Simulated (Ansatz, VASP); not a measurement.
CdSe in VASP and in Ansatz

INCAR

```
  ALGO = Normal
  EDIFF = 1E-6
  ENCUT = 520
  ISIF = 2
  ISMEAR = -1
  LASPH = True
  LCHARG = False
  LREAL = False
  LWAVE = False
  NBANDS = 16
  NELM = 60
  PREC = Accurate
  SIGMA = 0.03
```

Contents of KPOINTS:

```
k-points
0
Gamma
  8 8 8
```

POSCAR

```
CdSe
1.0
    0.0000000000      3.1623793346      3.0702711986
    3.1623793346      0.0000000000      3.0702711986
    3.1623793346      3.1623793346      0.0000000000
Cd Se
1 1
Direct
    0.0000000000      0.0000000000      0.0000000000
    0.2500000000      0.2500000000      0.2500000000
```

Input for Ansatz:

```yaml
crystal:
  lattice:
    - [0.0, 3.1623793346, 3.0702711986]
    - [3.1623793346, 0.0, 3.0702711986]
    - [3.1623793346, 3.1623793346, 0.0]
  atoms:
    - { symbol: Cd, position: [0.0, 0.0, 0.0] }
    - { symbol: Se, position: [0.25, 0.25, 0.25] }
kpoints:
  mp_grid: { grid: [8, 8, 8] }
  band_path:
    path:
      - [0.0, 0.0, 0.0]
      - [0.0, 0.5, 0.5]
      - [0.25, 0.75, 0.5]
      - [0.0, 0.5, 0.0]
      - [0.0, 0.0, 0.0]
      - [0.5, 0.5, 0.0]
      - [0.3826125, 0.6173875, 0.0]
      - [-0.3826125, 0.3826125, 0.0]
      - [0.0, 0.0, 0.0]
    npoints: 5
scf:
  occupations: { method: fermi_dirac, width: 0.03 }
hamiltonian:
  xc: lda
  pseudopotentials: { kind: all_electron, lapw: { basis_error: 0.001 } }
output:
  forces: true
  stress: true
  eigenvalues: true
```

Change from the starting cell: equal xx and yy strain of +3 %.

Alike in both runs: task single point; functional LDA; k mesh 8 × 8 × 8; occupations fermi-dirac, width 0.03 eV; no spin polarisation.

|  | VASP | Ansatz |
| --- | --- | --- |
| version | VASP 6.6.1 | Ansatz 0.2.0 |
| potentials or method | VASP PAW LDA potentials, release 64 (Cd, Se) | all-electron LAPW, scalar-relativistic |
| plane-wave cutoff (eV) | 520 | see its input |

Ansatz gave:

* pressure (GPa): -5.4
* largest component of the traceless stress (GPa): 0.45

**Question.** Which values does VASP return?

**Answer.** Pressure (GPa): -5.1; largest component of the traceless stress (GPa): 0.44.

Ansatz ran all-electron here, so the differences hold the error of VASP's frozen core and of both bases.
